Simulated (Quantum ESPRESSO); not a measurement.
BaZrO3: single point with PBE

BaZrO3:

```
Ba Zr O
1.0
     4.19134    0.00000    0.00000
     0.00000    4.19134    0.00000
     0.00000    0.00000    4.19134
Ba Zr O
1 1 3
Direct
  0.00000 0.00000 0.00000
  0.50000 0.50000 0.50000
  0.50000 0.50000 0.00000
  0.50000 0.00000 0.50000
  0.00000 0.50000 0.50000
```

```json
{"Program": "Quantum ESPRESSO 7.5", "Task": "single point", "Functional": "PBE", "Potentials or basis": "SG15 PBE 1.2", "Cutoff": "1197 eV", "Density cutoff": "4789 eV", "k mesh": "4 × 4 × 4", "Occupations": "fermi-dirac, width 0.05 eV", "Spin": "no spin polarisation", "Mixing beta": "0.5", "Most SCF iterations": "120", "SCF threshold": "1e-09 Ry"}
```

```yaml
Pressure: 4.0 GPa
Band_gap_on_the_k_mesh: 3.24 eV, indirect (least direct gap 3.43 eV)
```

Levels at points of the mesh, in eV from the valence-band top:
```tsv
k point	band 17	band 18	band 19	band 20	band 21	band 22	band 23	band 24
(0.00, 0.00, 0.00)	-0.99	-0.19	-0.19	-0.19	3.24	3.24	3.24	4.76
(0.00, 0.00, -0.50)	-1.72	-1.63	-0.42	-0.42	3.60	5.71	5.71	6.52
(0.00, -0.50, -0.50)	-0.90	-0.90	-0.77	-0.05	5.70	5.70	6.51	6.58
(-0.50, -0.50, -0.50)	-2.49	0.00	0.00	0.00	6.08	6.08	6.08	6.99
```

Run time: 9.6 s on 4 MPI ranks on AMD EPYC 7R43 64-Core Processor (Zen 3) (shared host), peak memory 0.32 GiB a rank.

Caveat: spin-orbit coupling is left out, which moves the levels of the heavy elements. PBE gaps usually lie below the measured ones, often by a third to a half.
